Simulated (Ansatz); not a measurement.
Take a crystal in which N has been replaced by Bi on all its sites, with the cell rescaled by a rough guess (in some cases also distorted within its space group) and nothing relaxed:

```
CELL_PARAMETERS angstrom
6.27148 0.00000 0.00000
-3.13574 5.43126 0.00000
0.00000 0.00000 10.17883
ATOMIC_POSITIONS crystal
Bi 0.33333 0.66667 0.25000
Bi 0.66667 0.33333 0.75000
```

All numbers below come from Ansatz 0.2.0, DFT PBEsol, scalar-relativistic, plane waves, PAW.

Cutoff 420 eV; k points 9×9×4 on the computed 2-atom cell (Γ-centred); Gaussian smearing, width 0.10 eV; no spin polarisation.

(1) What pressure does the cell carry?

(2) Is it a metal on this mesh?

Spin-orbit coupling is left out, which matters for the bands of heavy elements.

## Answers

(1) The pressure is -0.8 GPa (positive in compression), so the cell would contract.

(2) Yes, a band crosses the Fermi level.

This form isn't the element's structure at ambient conditions.